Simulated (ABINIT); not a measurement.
Crystal: CaO.

```
CELL_PARAMETERS angstrom
0.00000 2.40356 2.40356
2.40356 0.00000 2.40356
2.40356 2.40356 0.00000
ATOMIC_POSITIONS crystal
Ca 0.00000 0.00000 0.00000
O 0.50000 0.50000 0.50000
```

The cell is a database's computed one.

Program: ABINIT 10.8.3 (patched build). Alike in all runs: no spin polarisation; cell as given; smearing fermi-dirac 0.05 eV.

Q: Order these runs on this cell by their pressure, lowest first.
A. level SCAN; potentials or basis JTH PAW PBE v2.0; k mesh 10 × 10 × 10; cutoff (eV) 762; fine-grid cutoff 1360.57 eV
B. level PW91; potentials or basis JTH PAW PBE v2.0; k mesh 10 × 10 × 10; cutoff (eV) 626; fine-grid cutoff 1224.51 eV
C. level LDA; potentials or basis JTH PAW LDA v2.0; k mesh 8 × 8 × 8; cutoff (eV) 626; fine-grid cutoff 1224.51 eV

A: C (-7.1 GPa), A (-2.1 GPa), B (0.8 GPa).

Caveats: the PAW data sets were made with another functional, which shifts forces and pressure a little (some runs).

Runs at the PBE level aren't shown here.
